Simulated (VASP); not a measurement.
Runs of VASP 6.6.1 on BN. The structure is trigonal, space group R3m (No. 160). The conventional cell has a = 2.502 Å, b = 2.502 Å, c = 10.119 Å, α = 90.00°, β = 90.00°, γ = 120.00°. Around N (site symmetry 3m) lie 3 B at 1.44 Å. B (site symmetry 3m) is surrounded by 3 N at 1.44 Å. The cell is a database's computed one.

```tsv
task	level	potentials or basis	cell	cutoff (eV)	gap on the mesh (eV)	pressure (GPa)	relaxed volume (Å³/atom)	largest force (eV/Å)
relaxation of cell and atoms	revPBE	VASP PAW PBE potentials, release 64 (N, B)	relaxed	600	4.59	-0.1	11.03	0.01
band structure	AM05	VASP PAW PBE potentials, release 64 (N, B)	as given	520	4.23	-	-	-
band structure	PBEsol	VASP PAW PBE potentials, release 64 (N, B)	as given	520	4.18	(b)	-	-
relaxation of cell and atoms	PBEsol	VASP PAW PBE potentials, release 64 (N, B)	relaxed	600	4.20	0.0	9.31	-
band structure	revPBE	VASP PAW PBE potentials, release 64 (N, B)	as given	520	4.36	(c)	-	-
relaxation of cell and atoms	LDA	VASP PAW LDA potentials, release 64 (N, B)	relaxed	600	(d)	-0.1	8.59	-
band structure	BLYP	VASP PAW PBE potentials, release 64 (N, B)	as given	520	4.35	-	-	-
band structure	LDA	VASP PAW LDA potentials, release 64 (N, B)	as given	520	4.09	-3.8	-	-
relaxation of cell and atoms	RPBE	VASP PAW PBE potentials, release 64 (N, B)	relaxed	600	4.59	0.0	11.02	0.02
band structure	RPBE	VASP PAW PBE potentials, release 64 (N, B)	as given	520	4.39	-	-	-
relaxation of cell and atoms	PW91	VASP PAW PBE potentials, release 64 (N, B)	relaxed	600	(a)	0.2	10.47	0.02
band structure	PW91	VASP PAW PBE potentials, release 64 (N, B)	as given	520	4.28	-	-	-
```

Alike in all rows: no spin polarisation; k mesh 12 × 12 × 12; smearing fermi-dirac 0.05 eV.

Problem. Fill in the values left out.

Solution. (a) 4.49; (b) 1.0; (c) 6.6; (d) 3.99.

Caveats: the PAW data sets were made with another functional, which shifts forces and pressure a little (some runs); the volume moved by over 15 % at a fixed basis, so the end points are rough (some runs).

A k mesh can miss the band edges.

Runs at the PBE level aren't shown here.
